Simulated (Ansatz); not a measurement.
GaP:

```
CELL_PARAMETERS angstrom
0.00000 2.72525 2.72525
2.72525 0.00000 2.72525
2.72525 2.72525 0.00000
ATOMIC_POSITIONS crystal
Ga 0.00000 0.00000 0.00000
P 0.75000 0.75000 0.75000
```

```yaml
Program: Ansatz 0.2.0
Task: relaxation of cell and atoms
Functional: BLYP
Potentials_or_basis: all-electron LAPW, scalar-relativistic
Basis_error_allowed: 0.001 eV/atom
k_mesh: 8 × 8 × 8
Occupations: fermi-dirac, width 0.05 eV
Spin: no spin polarisation
```

At the start: volume 20.24 Å³/atom.

Where does the relaxation end?

Over 5 steps the energy falls by 31.2 meV/atom and the volume is 21.94 Å³/atom (+8.4 %); space group F-43m (No. 216, to 0.05 Å).

Step by step:
```
step  energy change (eV)  largest force (eV/Å)  volume (Å³)
   1              0.0000                0.0000        40.48
   2             -0.0549                0.0000        42.65
   3             -0.0622                0.0000        43.72
   4             -0.0623                0.0000        43.88
   5             -0.0623                0.0000        43.88
```

Final structure:
```xyz
2
Lattice="0.0000 2.7996 2.7996 2.7996 0.0000 2.7996 2.7996 2.7996 0.0000" Properties=species:S:1:pos:R:3 pbc="T T T"
Ga    0.0000    0.0000    0.0000
P     4.1993    4.1993    4.1993
```
